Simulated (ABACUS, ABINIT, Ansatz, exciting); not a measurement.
# The band gap of BN, sorted by core time

Symmetry: F-43m, No. 216, cubic system. Conventional cell: a = 3.626 Å, b = 3.626 Å, c = 3.626 Å, α = 90.00°, β = 90.00°, γ = 90.00°. N (site symmetry -43m) is surrounded by 4 B at 1.57 Å. Around B (site symmetry -43m) lie 4 N at 1.57 Å.

| rung | level | program and potentials | cutoff (eV) | k mesh | task | core time | chip | band gap (eV) | miss (eV) | notes |
| --- | --- | --- | --- | --- | --- | --- | --- | --- | --- | --- |
| GGA | PBE | ABACUS, GBRV ultrasoft 1.5 PBE, plane waves | 544 | 10 × 10 × 10 | single point | 4 s | Intel Xeon 6975P-C Granite Rapids | 4.46 | -1.94 | mesh may miss the edge |
| LDA | LDA | ABINIT, JTH PAW LDA v2.0 | 680 | 8 × 8 × 8 | single point | 4.9 s | Intel Xeon Platinum 8259CL Skylake/Cascade Lake | 4.34 | -2.06 | mesh may miss the edge |
| LDA | LDA | ABACUS, PseudoDojo NC SR 0.4.1 LDA standard, plane waves | 1143 | 10 × 10 × 10 | single point | 17 s | Intel Xeon Platinum 8488C Sapphire Rapids | (a) | ? | mesh may miss the edge |
| GGA | PBEsol | ABINIT, JTH PAW PBE v2.0 | 707 | 13 × 13 × 13 | band structure | 22 s | Arm Neoverse V1 | 4.26 | -2.14 | potentials made for PBE; from the band path |
| GGA | PBEsol | Ansatz, all-electron LAPW, scalar-relativistic | - | 10 × 10 × 10 | elastic constants | 47 s | Arm Neoverse V2 | (b) | ? | mesh may miss the edge |
| LDA | LDA | exciting, all-electron LAPW+lo, shipped species files, valence relativity iora* | - | 13 × 13 × 13 | band structure | 91 s | Arm Neoverse V2 | 4.34 | -2.06 | from the band path |

Times are single runs on shared hosts and different chips, so they are rough; meshes, cutoffs and the tasks' sizes weigh on the time. All rows: no spin polarisation. Gaps are the least found on the k mesh or the band path, and a mesh can miss the band edges. Meshes differ between rows, which moves values too. All levels ran on this one cell, unrelaxed unless noted. Meshes are those of the run's cell of 2 atoms unless a note names another. Misses use the values as printed. Runs on faulty files, with rough fits or with known faults for this quantity aren't shown. No row holds spin-orbit coupling.

Measured: 6.4 eV at 300 K (a printed reference work). The runs are for a static lattice.

Task: Estimate the values left out from the other rows.

Result: (a) 4.40 eV, miss -2.00; (b) 4.28 eV, miss -2.12.
